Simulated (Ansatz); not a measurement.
# Structures of TiSi2: which is lowest?

Plane-wave DFT in Ansatz with scalar-relativistic PAW potentials, cutoff 420 eV, Γ-centred meshes chosen by cell and gap, Gaussian smearing with energies taken to zero width. Every cell was relaxed (cell and atoms) in a run of its own, within the symmetry of its start. Functional: PBE.

Relaxed structures (starts from databases or built by putting these elements on another compound's sites):
A. Fd-3m, 6 atoms in the computed cell, a = 6.925 Å; sites (symmetry × multiplicity) Ti -43m × 8, Si .-3m × 16; start: built
B. C2/m, 6 atoms in the computed cell, a = 9.367 Å, b = 3.009 Å, c = 6.705 Å, β = 109.6°; sites (symmetry × multiplicity) Ti m × 4, Si m × 4 + m × 4; start: built
C. Fddd, 6 atoms in the computed cell, a = 4.807 Å, b = 8.270 Å, c = 8.560 Å; sites (symmetry × multiplicity) Ti 222 × 8, Si .2. × 16; start: database
D. Immm, 3 atoms in the computed cell, a = 2.971 Å, b = 3.410 Å, c = 8.409 Å; sites (symmetry × multiplicity) Ti mmm × 2, Si mm2 × 4; start: database
E. Cmcm, 6 atoms in the computed cell, a = 3.548 Å, b = 13.561 Å, c = 3.579 Å; sites (symmetry × multiplicity) Ti m2m × 4, Si m2m × 4 + m2m × 4; start: database
F. I4_1/amd, 6 atoms in the computed cell, a = 3.446 Å, c = 15.890 Å; sites (symmetry × multiplicity) Ti -4m2 × 4, Si 2mm. × 8; start: built

Question: Rank them by energy. Could pressure change the order?

Answer:
```tsv
structure	group	E − E(lowest) (meV/atom)	V (Å³/atom)	gap on mesh (eV)
E	Cmcm	0.0	14.35	0.00
C	Fddd	7.0	14.18	0.00
D	Immm	174	14.20	0.00
B	C2/m	261	14.83	0.00
A	Fd-3m	437	13.83	0.00
F	I4_1/amd	457	15.72	0.00
```

E is lowest, 7 meV/atom under C. A is denser by 0.51 Å³/atom, so pressure favours it: ΔE/ΔV, with ΔE in eV and 1 eV/Å³ = 160.2 GPa, gives about 136 GPa for equal enthalpy if both cells were rigid; at such pressures compression changes ΔV much, so this is a scale only. Other structures may lie lower than all of these, and vibrations aren't counted.